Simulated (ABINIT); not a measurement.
# A GW run on BN (Qingsongite) in ABINIT, with inputs changed

A base run on BN (Qingsongite), then changed inputs.

Main program and level: ABINIT 10.8.3; PBE and many-body steps on it, plane waves.

### 1. The starting structure

The structure is cubic, space group F-43m (No. 216). Conventional cell: a = 3.615 Å, b = 3.615 Å, c = 3.615 Å, α = 90.00°, β = 90.00°, γ = 90.00°. B has 4 N at 1.57 Å nearest. N has 4 B at 1.57 Å nearest. Farther neighbours and most contacts between anions are not listed.

The cell and positions come from the Crystallography Open Database and are kept as given unless a step says otherwise.

### 2. Screening, 8×8×8 mesh, 53 bands, screening to 228.6 eV

This step: ABINIT 10.8.3; RPA screening on PBE, plane waves, norm-conserving pseudopotentials.

The RPA dielectric matrix is built and inverted for each q.

File run.abi:

```
acell 3*1.0 Angstrom
rprim 
  -0.000000000000 1.807500000000 1.807500000000
  1.807500000000 0.000000000000 1.807500000000
  1.807500000000 1.807500000000 -0.000000000000
ntypat 2
znucl 5 7
natom 2
typat 1 2
xred 
  0.000000000000 0.000000000000 0.000000000000
  0.250000000000 0.250000000000 0.250000000000
pp_dirpath "pseudos"
pseudos "B.upf, N.upf"
ecut 36
ngkpt 8 8 8
nshiftk 1
shiftk 0 0 0
kptopt 1
chksymbreak 0
istwfk *1
occopt 1
irdwfk 1
optdriver 3
nband 53
ecuteps 8.4
inclvkb 2
awtr 1
symchi 1
indata_prefix "in"
outdata_prefix "out"
tmpdata_prefix "tmp"
```

Launch:

```bash
> OMP_NUM_THREADS=1 mpirun -n 8 abinit run.abi > log
```

Log:

```text
.Version 10.8.3 of ABINIT. v10.8.2 released Aug 2026.

 Symmetries : space group F-4 3 m (#216); Bravais cF (face-center cubic)
[... echo of the input left out ...]
== DATASET  1 ==================================================================
-   mpi_nproc: 8, omp_nthreads: 1 (-1 if OMP is not activated)

--- !DatasetInfo
iteration_state: {dtset: 1, }
dimensions: {natom: 2, nkpt: 29, mband: 53, nsppol: 1, nspinor: 1, nspden: 1, mpw: 869, }
cutoff_energies: {ecut:  36.0, pawecutdg:  -1.0, }
electrons: {nelect:   8.00000000E+00, charge:   0.00000000E+00, occopt:   1.00000000E+00, tsmear:   1.00000000E-02, }

 SCREENING: Calculation of the susceptibility and dielectric matrices

 Based on a program developped by R.W. Godby, V. Olevano, G. Onida, and L. Reining.
 Incorporated in ABINIT by V. Olevano, G.-M. Rignanese, and M. Torrent.
.Using double precision arithmetic ; gwpc =  8

[... cell and pseudopotentials left out ...]
--------------------------------------------------------------------------------

 ==== K-mesh for the wavefunctions ====
 Number of points in the irreducible wedge :    29
[... list of points left out ...]
 Together with 24 symmetry operations and time-reversal symmetry
 yields   512 points in the full Brillouin Zone.

 ==== Q-mesh for the screening function ====
 Number of points in the irreducible wedge :    29
[... list of points left out ...]
 Together with 24 symmetry operations and time-reversal symmetry
 yields   512 points in the full Brillouin Zone.

 setmesh: FFT mesh size selected  =    20x   20x   20
          total number of points  =         8000

 vcoul_init : cutoff-mode = AUXILIARY_FUNCTION
 q-points for optical limit:   1
     1)      0.000010    0.000020    0.000030

- screening: taking advantage of time-reversal symmetry
- Maximum band index for partially occupied states nbvw = 4
- Remaining bands to be divided among processors   nbcw = 49
- Number of bands treated by each node ~6

 Number of electrons calculated from density =    8.0000; Expected =    8.0000
 average of density, n =  0.100376
 r_s =    1.3348
 omega_plasma =   30.5612 [eV]

 calculating chi0 at frequencies [eV] :
  1    0.000000E+00    0.000000E+00
  2    0.000000E+00    3.056116E+01

--------------------------------------------------------------------------------
  q-point number  1        q = ( 0.000000, 0.000000, 0.000000) [r.l.u.]
--------------------------------------------------------------------------------
[... chi0 elements left out ...]
 For q-point:  0.000010 0.000020 0.000030
  dielectric constant =   4.3132
  dielectric constant without local fields =   4.6602

  Average fulfillment of the sum rule on Im[epsilon] for q-point    1 :     82.68  [%]
[... wings left out ...]
  q-point number  2        q = ( 0.125000, 0.000000, 0.000000) [r.l.u.]
--------------------------------------------------------------------------------
[... chi0 elements left out ...]
  Average fulfillment of the sum rule on Im[epsilon] for q-point    2 :     95.95  [%]

 [... 27 further q-points ...]
```

The job ended after 19 s (8 MPI ranks of Arm Neoverse V2, shared host; peak memory 0.94 GiB; 2.5 min of CPU time).

Numbers from this step:

```yaml
eps_infinity_with_local_fields_on_this_mesh_along_the_program_s_q_direction: 4.313
the_same_without_local_fields: 4.660
plasma_frequency: 30.56 eV
plane_waves_in_the_screening_matrix: 89
```

Local fields lower ε∞ by 7 %.

### 3. Base

The self-energy is evaluated for the states that the input lists, and the levels follow from it, in one-shot runs by the linearised quasiparticle equation.

This step: G0W0 on PBE, plane waves, norm-conserving pseudopotentials.

Edit run.abi of step 2 so:

```diff
@@ -23,8 +23,17 @@
 irdwfk 1
-optdriver 3
+optdriver 4
 nband 53
+gwcalctyp 0
+ecutsigx 36
+symsigma 1
+nkptgw 2
+kptgw 
+  0.0000000000 0.0000000000 0.0000000000
+  0.5000000000 0.5000000000 0.0000000000
+bdgw 
+  2 7
+  3 6
 ecuteps 8.4
-inclvkb 2
-awtr 1
-symchi 1
+irdscr 1
+ppmodel 1
 indata_prefix "in"
```

Log:

```text
.Version 10.8.3 of ABINIT. v10.8.2 released Aug 2026.

 Symmetries : space group F-4 3 m (#216); Bravais cF (face-center cubic)
[... echo of the input left out ...]
== DATASET  1 ==================================================================
-   mpi_nproc: 8, omp_nthreads: 1 (-1 if OMP is not activated)

--- !DatasetInfo
iteration_state: {dtset: 1, }
dimensions: {natom: 2, nkpt: 29, mband: 53, nsppol: 1, nspinor: 1, nspden: 1, mpw: 869, }
cutoff_energies: {ecut:  36.0, pawecutdg:  -1.0, }
electrons: {nelect:   8.00000000E+00, charge:   0.00000000E+00, occopt:   1.00000000E+00, tsmear:   1.00000000E-02, }

 SIGMA: Calculation of the GW corrections

 Based on a program developped by R.W. Godby, V. Olevano, G. Onida, and L. Reining.
 Incorporated in ABINIT by V. Olevano, G.-M. Rignanese, and M. Torrent.
.Using double precision arithmetic ; gwpc =  8

[... cell and pseudopotentials left out ...]
--------------------------------------------------------------------------------

 ==== K-mesh for the wavefunctions ====
 Number of points in the irreducible wedge :    29
[... list of points left out ...]
 Together with 24 symmetry operations and time-reversal symmetry
 yields   512 points in the full Brillouin Zone.

 ==== Q-mesh for screening function ====
 Number of points in the irreducible wedge :    29
[... list of points left out ...]
 Together with 24 symmetry operations and time-reversal symmetry
 yields   512 points in the full Brillouin Zone.

 vcoul_init : cutoff-mode = AUXILIARY_FUNCTION
 q-points for optical limit:   1
     1)      0.000010    0.000020    0.000030
 setmesh: FFT mesh size selected  =    25x   25x   25
          total number of points  =        15625

 Number of electrons calculated from density =    8.0000; Expected =    8.0000
 average of density, n =  0.100376
 r_s =    1.3348
 omega_plasma =   30.5612 [eV]

 === KS Band Gaps ===
  >>>> For spin  1
   Minimum direct gap =   8.8782 [eV], located at k-point      :   0.0000  0.0000  0.0000
   Fundamental gap    =   4.5349 [eV], Top of valence bands at :   0.0000  0.0000  0.0000
                                       Bottom of conduction at :   0.5000  0.5000  0.0000
 SIGMA fundamental parameters:
 PLASMON POLE MODEL  1
 number of plane-waves for SigmaX                  869
 number of plane-waves for SigmaC and W             89
 number of plane-waves for wavefunctions           869
 number of bands                                    53
 number of independent spin polarizations            1
 number of spinorial components                      1
 number of k-points in IBZ                          29
 number of q-points in IBZ                          29
 number of symmetry operations                      24
 number of k-points in BZ                          512
 number of q-points in BZ                          512
 number of frequencies for dSigma/dE                 9
 frequency step for dSigma/dE [eV]                0.25
 number of omega for Sigma on real axis              0
 max omega for Sigma on real axis  [eV]           0.00
 zcut for avoiding poles [eV]                     0.10

 EPSILON^-1 parameters (SCR file):
 dimension of the eps^-1 matrix on file             89
 dimension of the eps^-1 matrix used                89
 number of plane-waves for wavefunctions           869
 number of bands                                    53
 number of q-points in IBZ                          29
 number of frequencies                               2
 number of real frequencies                          1
 number of imag frequencies                          1

 matrix elements of self-energy operator (all in [eV])

 Perturbative Calculation

--- !SelfEnergy_ee
iteration_state: {dtset: 1, }
kpoint     : [   0.000,    0.000,    0.000, ]
spin       : 1
KS_gap     :    8.878
QP_gap     :   10.895
Delta_QP_KS:    2.016
data: !SigmaeeData |
     Band     E0 <VxcDFT>   SigX SigC(E0)      Z dSigC/dE  Sig(E)    E-E0       E
        2   8.220 -18.520 -22.080   2.641   0.828  -0.207 -19.281  -0.762   7.458
        3   8.220 -18.520 -22.080   2.641   0.828  -0.207 -19.281  -0.762   7.458
        4   8.220 -18.520 -22.080   2.641   0.828  -0.207 -19.281  -0.762   7.458
        5  17.099 -13.778  -7.152  -5.139   0.843  -0.186 -12.524   1.255  18.353
        6  17.099 -13.778  -7.152  -5.139   0.843  -0.186 -12.524   1.255  18.353
        7  17.099 -13.778  -7.152  -5.139   0.843  -0.186 -12.524   1.255  18.353

--- !SelfEnergy_ee
iteration_state: {dtset: 1, }
kpoint     : [   0.500,    0.500,    0.000, ]
spin       : 1
KS_gap     :    9.442
QP_gap     :   11.378
Delta_QP_KS:    1.936
data: !SigmaeeData |
     Band     E0 <VxcDFT>   SigX SigC(E0)      Z dSigC/dE  Sig(E)    E-E0       E
        3   3.313 -16.496 -21.657   3.609   0.820  -0.220 -17.769  -1.273   2.040
        4   3.313 -16.496 -21.657   3.609   0.820  -0.220 -17.769  -1.273   2.040
        5  12.755 -12.570  -7.394  -4.400   0.855  -0.170 -11.907   0.663  13.418
        6  17.562 -12.696  -6.779  -4.986   0.851  -0.175 -11.904   0.792  18.354

== END DATASET(S) ==============================================================
================================================================================

 -outvars: echo values of variables after computation  --------
           etotal      0.0000000000E+00
            nband          53
             nkpt          29
          spgroup         216
 [... the other variables as echoed above ...]

 Calculation completed.
```

Wall time 2.9 s (8 MPI ranks); peak memory 0.12 GiB.

Numbers from this step:

```yaml
g0w0_gap_on_the_points_computed: 5.960 eV
starting_gap_on_the_mesh: 4.535 eV
k_of_the_valence_top: 0, 0, 0
k_of_the_conduction_bottom: 0.5, 0.5, 0
z_at_the_valence_top: 0.828
z_at_the_conduction_bottom: 0.855
least_direct_g0w0_gap_on_the_computed_points: 10.90 eV
```

The gap on the mesh goes from 4.53 eV to 5.96 eV, a correction of +1.43 eV.

### 4. Coulomb singularity

Edit run.abi of step 3 so:

```diff
@@ -38,2 +38,3 @@
 ppmodel 1
+gw_icutcoul 3
 indata_prefix "in"
```

Log:

```text
.Version 10.8.3 of ABINIT. v10.8.2 released Aug 2026.

 Symmetries : space group F-4 3 m (#216); Bravais cF (face-center cubic)
[... echo of the input left out ...]
== DATASET  1 ==================================================================
-   mpi_nproc: 8, omp_nthreads: 1 (-1 if OMP is not activated)

--- !DatasetInfo
iteration_state: {dtset: 1, }
dimensions: {natom: 2, nkpt: 29, mband: 53, nsppol: 1, nspinor: 1, nspden: 1, mpw: 869, }
cutoff_energies: {ecut:  36.0, pawecutdg:  -1.0, }
electrons: {nelect:   8.00000000E+00, charge:   0.00000000E+00, occopt:   1.00000000E+00, tsmear:   1.00000000E-02, }

 SIGMA: Calculation of the GW corrections

 Based on a program developped by R.W. Godby, V. Olevano, G. Onida, and L. Reining.
 Incorporated in ABINIT by V. Olevano, G.-M. Rignanese, and M. Torrent.
.Using double precision arithmetic ; gwpc =  8

[... cell and pseudopotentials left out ...]
--------------------------------------------------------------------------------

 ==== K-mesh for the wavefunctions ====
 Number of points in the irreducible wedge :    29
[... list of points left out ...]
 Together with 24 symmetry operations and time-reversal symmetry
 yields   512 points in the full Brillouin Zone.

 ==== Q-mesh for screening function ====
 Number of points in the irreducible wedge :    29
[... list of points left out ...]
 Together with 24 symmetry operations and time-reversal symmetry
 yields   512 points in the full Brillouin Zone.

 vcoul_init : cutoff-mode = CRYSTAL
 q-points for optical limit:   1
     1)      0.000010    0.000020    0.000030
 setmesh: FFT mesh size selected  =    25x   25x   25
          total number of points  =        15625

 Number of electrons calculated from density =    8.0000; Expected =    8.0000
[...]
number of omega for Sigma on real axis              0
 max omega for Sigma on real axis  [eV]           0.00
 zcut for avoiding poles [eV]                     0.10

 EPSILON^-1 parameters (SCR file):
 dimension of the eps^-1 matrix on file             89
 dimension of the eps^-1 matrix used                89
 number of plane-waves for wavefunctions           869
 number of bands                                    53
 number of q-points in IBZ                          29
 number of frequencies                               2
 number of real frequencies                          1
 number of imag frequencies                          1

 matrix elements of self-energy operator (all in [eV])

 Perturbative Calculation

--- !SelfEnergy_ee
iteration_state: {dtset: 1, }
kpoint     : [   0.000,    0.000,    0.000, ]
spin       : 1
KS_gap     :    8.878
QP_gap     :   10.830
Delta_QP_KS:    1.952
data: !SigmaeeData |
     Band     E0 <VxcDFT>   SigX SigC(E0)      Z dSigC/dE  Sig(E)    E-E0       E
        2   8.220 -18.520 -21.690   2.491   0.832  -0.202 -19.085  -0.565   7.655
        3   8.220 -18.520 -21.690   2.491   0.832  -0.202 -19.085  -0.565   7.655
        4   8.220 -18.520 -21.690   2.491   0.832  -0.202 -19.085  -0.565   7.655
[...]
--- !SelfEnergy_ee
iteration_state: {dtset: 1, }
kpoint     : [   0.500,    0.500,    0.000, ]
spin       : 1
KS_gap     :    9.442
QP_gap     :   11.317
Delta_QP_KS:    1.875
data: !SigmaeeData |
     Band     E0 <VxcDFT>   SigX SigC(E0)      Z dSigC/dE  Sig(E)    E-E0       E
[...]
5  12.755 -12.570  -7.394  -4.250   0.858  -0.165 -11.775   0.795  13.550
        6  17.562 -12.696  -6.779  -4.837   0.855  -0.170 -11.772   0.923  18.485

== END DATASET(S) ==============================================================
================================================================================

 -outvars: echo values of variables after computation  --------
           etotal      0.0000000000E+00
            nband          53
             nkpt          29
          spgroup         216
 [... the other variables as echoed above ...]

 Calculation completed.
```

Elapsed: 2.9 s, on 8 MPI ranks; peak memory 0.12 GiB; 22 s of CPU time.

This step gave:

| Item | Value |
| --- | --- |
| G0W0 gap on the points computed | 5.895 eV |
| starting gap on the mesh | 4.535 eV |
| k of the valence top | 0, 0, 0 |
| k of the conduction bottom | 0.5, 0.5, 0 |
| Z at the valence top | 0.832 |
| Z at the conduction bottom | 0.858 |
| least direct G0W0 gap on the computed points | 10.83 eV |

Against G0W0 in ABINIT (8×8×8 mesh, 53 bands, screening to 228.6 eV, Godby-Needs plasmon pole), the gap moves by −0.065 eV.

### 5. Side by side

Times are wall times on 8 MPI ranks of Arm Neoverse V2, shared host, good to a factor of about two. A run's time includes the screening step that it read.

```csv
run,mesh,bands,screening cutoff (eV),DFT gap (eV),gap on the mesh (eV),direct (eV),ε∞ used,time
base,8×8×8,53,228.6,4.535,5.960,10.895,4.31,22 s
Coulomb singularity,8×8×8,53,228.6,4.535,5.895,10.830,4.31,22 s
```

### 6. Summary of results

| Quantity | Value |
| --- | --- |
| base | 5.960 eV |
| Coulomb singularity | 5.895 eV |
| known limits | not at the basis limit |

In words: Coulomb singularity: −0.065 eV against base (keys changed: gw_icutcoul). Bands and cutoff are finite, so the gap is not at the basis limit. The miss can reach some tenths of an eV and take either sign; the mesh is an error of its own. In the G0W0 runs levels were corrected at 2 k points alone, so a gap called «on the mesh» is the least over those, and an edge elsewhere would be missed.

[Paths, hosts, dates, memory and timing lines, banners, echoed tables and standing remarks are left out of the program output.]

[Logs are printed without paths, hosts, clocks, repeated set-up lines and the standing remarks that a program may print on its own settings, such as how far it seeks lower states.]

[Runs of the session that timed out or met a known fault of the program may be left out.]

[Hosts, paths, dates, database ids (printed as entryN), source tags and the programs' standing remarks are cut or masked in the printed files.]

[G0W0 gaps are taken among the corrected bands and points alone; a level outside them can change the order at an edge.]

[Where Ansatz stands beside ABINIT at settings called matched, ABINIT's density can come from a denser mesh and the files from another edition; pairs whose starting gaps differed by over 0.03 eV were left out, so agreement reads better than it is.]
